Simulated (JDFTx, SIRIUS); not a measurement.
## One calculation of HfO2, 3 ways

```
CELL_PARAMETERS angstrom
0.00000 2.55750 2.55750
2.55750 0.00000 2.55750
2.55750 2.55750 0.00000
ATOMIC_POSITIONS crystal
Hf 0.00000 0.00000 0.00000
O 0.75000 0.75000 0.75000
O 0.25000 0.25000 0.25000
```

Measurements of this composition are mostly on another form, of space group No. 14.

Alike in all runs: task single point; functional LDA; k mesh 9 × 9 × 9; occupations fermi-dirac, width 0.05 eV; no spin polarisation; no spin-orbit coupling. LDA stands for any of its common fits. Pressure is positive in compression and, in plane waves, holds the error of the finite cutoff.

| program and potentials | plane-wave cutoff (eV) | notes | pressure (GPa) |
| --- | --- | --- | --- |
| JDFTx, PseudoDojo-SR-LDA-0.4.1-standard with smoothed tails | 1143 | - | -22.01 |
| JDFTx, PseudoDojo-SR-LDA-0.4.1-standard | 1143 | - | -22.06 |
| SIRIUS, PseudoDojo 0.4.1 PBE standard (scalar relativistic) | 1152 | potentials made for PBE | -16.56 |

The pressure spans -22.06 (JDFTx, PseudoDojo-SR-LDA-0.4.1-standard) to -16.56 GPa (SIRIUS, PseudoDojo 0.4.1 PBE standard (scalar relativistic)). The cell lies far from this level's equilibrium.

Differences between rows come from potentials, basis sets and numerical settings, since the functional is the same but for its coding. Runs on potential files found faulty are left out.

All three runs put the fluorite cell under tension, so at this level it would contract if allowed to relax. This fits the usual overbinding of LDA, which favours shorter bonds and smaller volumes than measured. The stress is large because the lattice is stiff: highly charged ions attract strongly, and mixing of O p with empty Hf d states adds a covalent part, so even a modest stretch of the Hf–O bonds costs much energy. Symmetry fixes both ions in their sites and keeps the stress isotropic, leaving the cell length as the only structural freedom.

Smoothing the potential tails barely matters, with -22.01 against -22.06 GPa. The SIRIUS run gives a clearly weaker tension of -16.56 GPa, probably because cores generated with PBE are inconsistent with an LDA valence calculation. The direction of the relaxation is thus well supported, its driving force less so. Pressure at a single volume does not show whether the cubic form is stable against the oxygen displacements that lead to lower-symmetry phases.
